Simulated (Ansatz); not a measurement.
GeSe (Pnma): the band gap by level of theory

All numbers come from the PAW code Ansatz. Calculated for a static, non-magnetic cell.

GeSe (started from an entry of an open crystallographic database), relaxed with r2SCAN+rVV10. It is orthorhombic, Pnma (No. 62); a = 11.010 Å, b = 3.804 Å, c = 4.536 Å in the conventional setting, 23.75 Å³ an atom. Ge has 3 Se at 2.56 Å; Se has 3 Ge at 2.56 Å.

```cif
data_structure
_symmetry_space_group_name_H-M 'Pnma'
_symmetry_Int_Tables_number 62
_cell_length_a 11.0103
_cell_length_b 3.8043
_cell_length_c 4.5364
_cell_angle_alpha 90.000
_cell_angle_beta 90.000
_cell_angle_gamma 90.000
_cell_volume 190.01
loop_
_atom_site_label
_atom_site_type_symbol
_atom_site_symmetry_multiplicity
_atom_site_Wyckoff_symbol
_atom_site_fract_x
_atom_site_fract_y
_atom_site_fract_z
_atom_site_occupancy
Ge1 Ge 4 c 0.12544 0.75000 0.88603 1
Se1 Se 4 c 0.85161 0.75000 0.48780 1
```

Gaps on the r2SCAN+rVV10 cell, each the least over its mesh and the special points:
```tsv
level	k mesh	gap (eV)	kind	edges	least direct gap (eV)
PBE	2×6×6	0.83	direct	Γ	0.83
PBE+SOC	2×6×6	0.80	direct	Γ	0.80
r2SCAN	2×6×6	1.04	direct	Γ	1.04
HSE06	2×4×4	1.35	direct	Γ	1.35
PBE0	2×4×4	2.00	direct	Γ	2.00
```
PBE, PBE+SOC: smearing of 0.02 eV; the others have fixed occupations.
Wave cutoffs: 420 eV, 500 eV (r2SCAN).

The HSE06 gap is direct at Γ: 1.35 eV. Spin-orbit coupling changes the PBE gap by -0.02 eV, to 0.80 eV.

r2SCAN covers 41 % of the step from PBE to HSE06. Spin-orbit coupling moves the least or the direct gap by up to 0.02 eV, so it can be left out where a tenth of an eV counts. Among these functionals the gap stays direct.

Only the levels marked +SOC include spin-orbit coupling.

The meshes of the hybrids are coarse, so their gaps aren't converged to the digits shown.
